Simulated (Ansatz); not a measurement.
## Al2Au under changes of volume

One of the cells (18.000 Å³/atom); the others are scaled copies at fixed shape and fractional positions:

```
CELL_PARAMETERS angstrom
0.00000 3.00000 3.00000
3.00000 0.00000 3.00000
3.00000 3.00000 0.00000
ATOMIC_POSITIONS crystal
Au 0.00000 0.00000 0.00000
Al 0.75000 0.75000 0.75000
Al 0.25000 0.25000 0.25000
```

```yaml
Program: Ansatz 0.2.0
Functional: LDA
Potentials_or_basis: Ansatz PAW
Cutoff: "420 eV (not typed: the program's choice for these potentials)"
k_mesh: 8 × 8 × 8
Occupations: fermi-dirac, width 0.05 eV
Spin: no spin polarisation
```

| volume (Å³/atom) | energy over the lowest point (meV/atom) | pressure (GPa) |
| --- | --- | --- |
| 16.920 | ? | ? |
| 17.280 | 1.92 | 2.2 |
| 17.640 | 0.00 | -0.4 |
| 18.000 | 3.55 | -2.6 |
| 18.360 | 11.88 | -4.7 |
| 18.720 | 24.44 | -6.5 |
| 19.080 | 40.75 | -8.0 |

Question: What does the run at 16.920 Å³/atom give?

Answer: Energy over the lowest point 10.00 meV/atom; pressure 5.1 GPa.

Worked out: A Birch-Murnaghan fit of order 3 (a polynomial in V^(-2/3)) to the other rows has its minimum at 17.58 Å³/atom with B0 = V·E''(V) = 121 GPa and B' = 5.1. It gives 10.00 meV/atom at 16.920 Å³/atom, against the run's 10.00, and -dE/dV = 5.1 GPa, against 5.1.

Energies are extrapolated to zero smearing.

Caveats: the PAW data sets come from PBE, with cores solved anew for the run's functional, which leaves a small shift of forces and pressure.
